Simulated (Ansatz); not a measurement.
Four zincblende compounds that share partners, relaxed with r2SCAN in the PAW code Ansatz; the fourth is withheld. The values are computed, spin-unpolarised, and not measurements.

```csv
solid,a (Å),"gap, HSE06 (eV)"
InAs,6.109,0.36
InSb,6.559,0.30
GaAs,5.666,1.36
```

Problem. If bond lengths are sums of radii, what lattice constant follows for GaSb?

Solution. a(GaSb) ≈ a(InSb) + a(GaAs) − a(InAs) = 6.559 + 5.666 − 6.109 = 6.116 Å. The relaxed cell has 6.132 Å, +0.3 % from the sum: the rule holds well here.

Problem. How much does a change of partner add, in either pair?

Solution. InAs → InSb: +0.450 Å, and GaAs → GaSb: +0.466 Å; InAs → GaAs: -0.443 Å, and InSb → GaSb: -0.427 Å. Fixed radii would make each pair equal; they differ by 0.016 Å.

Problem. Try the same sum for the HSE06 gap, which all four have at Γ.

Solution. 0.30 + 1.36 − 0.36 = 1.30 eV against 0.77 eV from the run, a miss of -0.53 eV: gaps add far less well than lengths.

No spin-orbit coupling is included; it can move band edges with weight on the heavy atoms by tenths of an eV.

The meshes of the hybrids are coarse, so their gaps aren't converged to the digits shown.
